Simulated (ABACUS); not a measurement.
# ZrS2: single point with PBE

The system is ZrS2.

```
Zr S
1.0
     3.69138    0.00000    0.00000
    -1.84569    3.19683    0.00000
     0.00000    0.00000    6.04108
Zr S
1 2
Direct
  0.00000 0.00000 0.00000
  0.33333 0.66667 0.23791
  0.66667 0.33333 0.76209
```

The cell is a database's computed one.

```json
{
  "Program": "ABACUS 3.10.1",
  "Task": "single point",
  "Functional": "PBE",
  "Potentials or basis": "PseudoDojo NC SR 0.4.1 PBE standard",
  "Cutoff": "1361 eV",
  "Density cutoff": "5442 eV",
  "Basis": "DZP LCAO (the cutoffs set its grid)",
  "k mesh": "8 × 8 × 5",
  "Occupations": "fermi-dirac, width 0.05 eV",
  "Spin": "no spin polarisation",
  "Orbital files": "Zr Zr_confined-atom_8au_3s2p2d1f.orb, S S_confined-atom_7au_2s2p1d.orb",
  "Radial cutoff of the potentials (pseudo_rcut)": "10 bohr",
  "SCF threshold on the density": "1e-07",
  "Max SCF steps": "100",
  "Eigensolver": "genelpa",
  "Mixing": "broyden",
  "Mixing share": "0.7",
  "Symmetry key": "1",
  "Bands": "16"
}
```

| Quantity | Value |
| --- | --- |
| Pressure | 1.0 GPa |
| Largest force | 0.169 eV/Å |
| Band gap on the k mesh | 1.05 eV, indirect (least direct gap 1.62 eV) |
| Mulliken charges | Zr +0.71; S -0.36 e |

Forces on the atoms (eV/Å):
```
Zr   0.000  0.000  0.000
S    0.000  0.000  0.169
S    0.000  0.000 -0.169
```

Stress tensor (GPa, compression positive):
```
0.63 0.00 0.00
0.00 0.63 0.00
0.00 0.00 1.82
```

Levels at points of the mesh, in eV from the valence-band top:
```
           k point  band 9  band 10  band 11  band 12  band 13  band 14  band 15  band 16
(0.00, 0.00, 0.00)   -2.79    -0.10    -0.10    -0.04     1.58     1.58     2.41     5.02
(0.50, 0.50, 0.00)   -2.46    -2.36    -1.65    -1.18     1.18     3.23     3.50     5.69
```

Wall time 7.5 s on 4 MPI ranks on Intel(R) Xeon(R) CPU @ 2.60GHz (Ice Lake), on a shared host, peak memory 0.48 GiB a rank.

The gap isn't set beside the measured one, since this odd mesh misses points on the zone boundary.

Caveat: the atomic orbitals were generated for these runs and aren't a published set; Mulliken charges move with the basis; an odd mesh through Γ misses points on the zone boundary, where band edges often lie; this functional lacks dispersion, which binds the layers, so the pressure and a relaxed spacing across them are unreliable; the basis of atomic orbitals isn't converged, which shifts pressures, moduli and gaps.
